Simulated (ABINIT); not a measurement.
A run of ABINIT 10.8.3 (patched build) is set up as follows.

File run.abi:

```
# Datasets: ground state, then fixed potential
ndtset 2

# Pseudopotentials
pp_dirpath "./"
pseudos "Zr.GGA_PBE-JTH.xml, C.GGA_PBE-JTH.xml"

# Structure
acell 3.344615075 3.344615075 3.344615075 Angstrom
rprim
     0.0000000000     0.7071067812     0.7071067812
     0.7071067812     0.0000000000     0.7071067812
     0.7071067812     0.7071067812     0.0000000000
ntypat 2
znucl 40 6
natom 2
typat 1 2
xred
     0.5000000000     0.5000000000     0.5000000000
     0.0000000000     0.0000000000     0.0000000000

# Plane-wave basis
ecut 20.0
pawecutdg 40.0

# Exchange and correlation
ixc -106131

# Bands and occupations
occopt 3
tsmear 0.05 eV

# Spin
nspinor 2
nspden 1
pawspnorb 1

# SCF cycle
nstep 100

# Output
iomode 3
prtwf 0
prteig 0
prtebands 0
enunit 1
prtden1 1
prtvha1 1
prtvclmb1 1
prtpot1 1

# Dataset 1
kptopt1 4
ngkpt1 10 10 10
nshiftk1 1
shiftk1 0.0 0.0 0.0
nband1 24
tolvrs1 1.0e-9

# Dataset 2: bands along G-X-W-K-G-L-U-W-L-K
iscf2 -2
getden2 1
nband2 32
nbdbuf2 2
tolwfr2 1.0e-12
kptopt2 -9
ndivsm2 8
prteig2 1
kptbounds2
     0.0000000000     0.0000000000     0.0000000000
     0.5000000000     0.0000000000     0.5000000000
     0.5000000000     0.2500000000     0.7500000000
     0.3750000000     0.3750000000     0.7500000000
     0.0000000000     0.0000000000     0.0000000000
     0.5000000000     0.5000000000     0.5000000000
     0.6250000000     0.2500000000     0.6250000000
     0.5000000000     0.2500000000     0.7500000000
     0.5000000000     0.5000000000     0.5000000000
     0.3750000000     0.3750000000     0.7500000000
```

Potentials or basis: JTH PAW PBE v2.0.

The run is started by

```bash
$ abinit run.abi > log 2>&1
```

What does it give for the band gap on the k mesh?

None (metal or under the smearing width).

Estimate the pressure.

4.1 GPa.

Levels at the corners of the path, in eV from the Fermi level:
```csv
point,band 12,band 13,band 14,band 15,band 16,band 17,band 18,band 19,band 20,band 21
Γ,0.84,0.90,0.90,0.90,0.90,1.05,1.05,1.05,1.05,1.13
X,-1.99,-1.58,-1.58,-0.02,-0.02,0.09,0.09,4.24,4.24,5.33
W,-2.59,-2.31,-2.31,-2.17,-2.17,3.18,3.18,3.20,3.20,5.38
K,-2.92,-2.20,-2.20,-1.56,-1.56,1.50,1.50,4.65,4.65,5.16
Γ,0.84,0.90,0.90,0.90,0.90,1.05,1.05,1.05,1.05,1.13
L,-5.10,-2.89,-2.89,-2.87,-2.87,4.27,4.27,4.28,4.28,5.12
U,-2.92,-2.20,-2.20,-1.56,-1.56,1.50,1.50,4.65,4.65,5.16
W,-2.59,-2.31,-2.31,-2.17,-2.17,3.18,3.18,3.20,3.20,5.38
L,-5.10,-2.89,-2.89,-2.87,-2.87,4.27,4.27,4.28,4.28,5.12
K,-2.92,-2.20,-2.20,-1.56,-1.56,1.50,1.50,4.65,4.65,5.16
```

Caveat: the PAW data sets were made with another functional, which shifts forces and pressure a little.
